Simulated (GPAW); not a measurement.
Crystal: TePb.

```
Pb Te
1.0
     4.00229    0.00000    0.00000
     0.00000    4.00229    0.00000
     0.00000    0.00000    4.00229
Pb Te
1 1
Cartesian
  0.0000 0.0000 0.0000
  2.0011 2.0011 2.0011
```

Measurements of this composition are mostly on another form, of space group No. 225.

```yaml
Program: GPAW 26.7.0
Task: relaxation of cell and atoms
Functional: PBE
Dispersion: D3(BJ)
Potentials_or_basis: GPAW PAW data sets (gpaw-data 1.2.1)
Cutoff: 600 eV
Basis: pw
k_mesh: 7 × 7 × 7
Occupations: fermi-dirac, width 0.05 eV
Spin: no spin polarisation
```

At the start: pressure -1.8 GPa; volume 32.05 Å³/atom.

**Question.** How do energy, volume and symmetry change on relaxing?

**Answer.** Over 6 steps the energy falls by 12.2 meV/atom and the volume is 30.22 Å³/atom (-5.7 %); space group Pm-3m (No. 221, to 0.05 Å).

The path:
| step | energy change (eV) | largest force (eV/Å) | pressure (GPa) | volume (Å³) |
| --- | --- | --- | --- | --- |
| 1 | 0.0000 | 0.0000 | -1.84 | 64.11 |
| 2 | -0.0056 | 0.0000 | -1.81 | 63.61 |
| 3 | 0.4616 | 0.0000 | 15.98 | 47.98 |
| 4 | -0.0231 | 0.0000 | -0.60 | 61.31 |
| 5 | -0.0244 | 0.0000 | -0.13 | 60.63 |
| 6 | -0.0244 | 0.0000 | 0.00 | 60.45 |

Final structure:
```cif
data_structure
_symmetry_space_group_name_H-M 'P 1'
_symmetry_Int_Tables_number 1
_cell_length_a 3.9245
_cell_length_b 3.9245
_cell_length_c 3.9245
_cell_angle_alpha 90.000
_cell_angle_beta 90.000
_cell_angle_gamma 90.000
_cell_volume 60.45
loop_
_atom_site_label
_atom_site_type_symbol
_atom_site_fract_x
_atom_site_fract_y
_atom_site_fract_z
_atom_site_occupancy
Pb1 Pb 0.00000 0.00000 0.00000 1
Te1 Te 0.50000 0.50000 0.50000 1
```

Caveat: later steps reuse the first step's grids; pairwise dispersion overbinds metals, which lowers pressure and volume.
